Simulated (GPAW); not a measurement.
A run of GPAW 26.7.0:

File run.py:

```python
from ase import Atoms
from ase.filters import FrechetCellFilter
from ase.io import write
from ase.optimize import BFGS
from gpaw import GPAW, PW, setup_paths

setup_paths.insert(0, '.')

atoms = Atoms(['Ti', 'B', 'B'],
              cell=[[3.0292, 0.0, 0.0],
                    [-1.5146, 2.6233641531, 0.0],
                    [0.0, 0.0, 3.2284]],
              scaled_positions=[[0.0, 0.0, 0.0],
                                [0.6666666667, 0.3333333333, 0.5],
                                [0.3333333333, 0.6666666667, 0.5]],
              pbc=True)

calc = GPAW(mode=PW(800),
            xc='PBEsol',
            kpts={'size': (7, 7, 6), 'gamma': True},
            occupations={'name': 'fermi-dirac', 'width': 0.05},
            nbands=20,
            convergence={'density': 1e-05, 'forces': 0.0001},
            maxiter=150,
            txt='gpaw.txt')
atoms.calc = calc
opt = BFGS(FrechetCellFilter(atoms), trajectory='relax.traj', logfile='-')
done = opt.run(fmax=0.02, steps=60)
calc.write('gs.gpw')
write('result.traj', atoms)
print('Converged:', done)
print('Cell:', atoms.cell.cellpar().round(4))
print('Volume:', round(atoms.get_volume(), 4))
print(atoms.get_scaled_positions().round(5))
```

Potentials or basis: PAW data sets generated in the run's folder for this functional, pw.

Command:

```console
$ gpaw-setup -f PBEsol B Ti
$ OMP_NUM_THREADS=1 python run.py
```

Hardware: 1 thread of Intel(R) Xeon(R) 6975P-C (Granite Rapids) (shared host).

Problem. How long does it take, and how much memory?

Solution. Run time: 35 s on 1 thread of Intel(R) Xeon(R) 6975P-C (Granite Rapids), with other jobs on the host, peak memory 0.24 GiB. Counts: scf iterations 43, plane waves 1332, bands 20, k points 32, ion steps 5.
